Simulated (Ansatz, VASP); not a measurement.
TiSi16 (a cell with a defect) in VASP and in Ansatz

```
CELL_PARAMETERS angstrom
0.00000 5.43000 5.43000
5.43000 0.00000 5.43000
5.43000 5.43000 0.00000
ATOMIC_POSITIONS crystal
Si 0.00399 0.98802 0.00410
Si 0.12879 0.12107 0.12896
Si 0.99635 0.00074 0.50164
Si 0.12891 0.12095 0.62151
Si 0.00414 0.50360 0.00431
Si 0.12497 0.62495 0.12530
Si 0.00423 0.50340 0.48845
Si 0.12896 0.62808 0.62169
Si 0.50146 0.00075 0.99655
Si 0.62134 0.12102 0.12905
Si 0.50156 0.00073 0.50172
Si 0.62534 0.12414 0.62556
Si 0.48815 0.50350 0.00442
Si 0.62148 0.62809 0.12915
Si 0.50164 0.49521 0.50183
Si 0.62153 0.62806 0.62177
Ti 0.87507 0.37476 0.87531
```

Alike in both runs: functional PBE; dispersion D3(BJ); k mesh 2 × 2 × 2; occupations fermi-dirac, width 0.02 eV; no spin polarisation.

Ansatz relaxed the structure, and its values are those at the end. VASP's run is a single point on that final structure, the one shown.

|  | VASP | Ansatz |
| --- | --- | --- |
| version | VASP 6.6.1 | Ansatz 0.2.0 |
| potentials or method | VASP PAW PBE potentials, release 64 (Si, Ti_sv) | scalar-relativistic, plane waves, PAW |
| plane-wave cutoff (eV) | 520 | 420 |
| valence electrons in the cell | 76 | 76 |

|  | VASP | Ansatz | Ansatz less VASP |
| --- | --- | --- | --- |
| rms of the force components (eV/Å) | 0.031 | 0.030 | -0.0009 |
| dispersion energy (meV/atom) | -343.4 | -343.5 | -0.08 |

Caveats: the k mesh is coarse (spacing up to 0.50 Å⁻¹), so the values aren't converged.
